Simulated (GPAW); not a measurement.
TiB2: relaxation of cell and atoms with PBEsol

The system is TiB2.

```
Ti B
1.0
     3.02920    0.00000    0.00000
    -1.51460    2.62336    0.00000
     0.00000    0.00000    3.22840
Ti B
1 2
Direct
  0.00000 0.00000 0.00000
  0.66667 0.33333 0.50000
  0.33333 0.66667 0.50000
```

| Quantity | Value |
| --- | --- |
| Program | GPAW 26.7.0 |
| Task | relaxation of cell and atoms |
| Functional | PBEsol |
| Potentials or basis | PAW data sets generated in the run's folder for this functional |
| Cutoff | 800 eV |
| Basis | pw |
| k mesh | 7 × 7 × 6 |
| Occupations | fermi-dirac, width 0.05 eV |
| Spin | no spin polarisation |
| Target pressure | 5 GPa |
| Maxiter | 150 |
| Optimizer | BFGS |
| Fmax | 0.02 eV/Å |
| Max steps | 60 |
| Target pressure | 5 GPa |
| Convergence | density=1e-05 forces=0.0001 |

* Relaxed volume: 8.24 Å³/atom
* Relaxed cell: a = 3.004 Å, b = 3.004 Å, c = 3.162 Å, α = 90.00°, β = 90.00°, γ = 120.00°
* Space group after relaxing (to 0.05 Å): P6/mmm (No. 191)
* Energy change on relaxing (the enthalpy is what falls): +0.1 meV/atom
* Ionic steps: 6
* Pressure after relaxing: 4.9 GPa
* Band gap on the k mesh: none (metal or under the smearing width)

The path:
```
step  energy change (eV)  largest force (eV/Å)  pressure (GPa)  volume (Å³)
   1              0.0000                0.0000           -4.65        25.66
   2             -0.0041                0.0000           -2.81        25.47
   3              0.0029                0.0000            5.56        24.68
   4              0.0019                0.0000            5.28        24.71
   5             -0.0004                0.0000            4.65        24.74
   6              0.0003                0.0000            4.85        24.72
```

Final structure:
```
CELL_PARAMETERS angstrom
3.00445 0.00000 0.00000
-1.50223 2.60193 0.00000
0.00000 0.00000 3.16237
ATOMIC_POSITIONS crystal
Ti 0.00000 0.00000 0.00000
B 0.66667 0.33333 0.50000
B 0.33333 0.66667 0.50000
```

Levels at points of the mesh, in eV from the Fermi level:
```tsv
k point	band 7	band 8	band 9	band 10	band 11	band 12
(0.00, 0.00, 0.00)	-2.66	-2.10	-2.08	2.13	2.13	4.05
(0.00, 0.00, 0.50)	-0.47	-0.47	-0.16	-0.16	0.56	0.56
```

It took 78 s on 1 thread of Arm Neoverse V1, on a shared host, peak memory 0.23 GiB.

Caveat: later steps reuse the first step's grids.
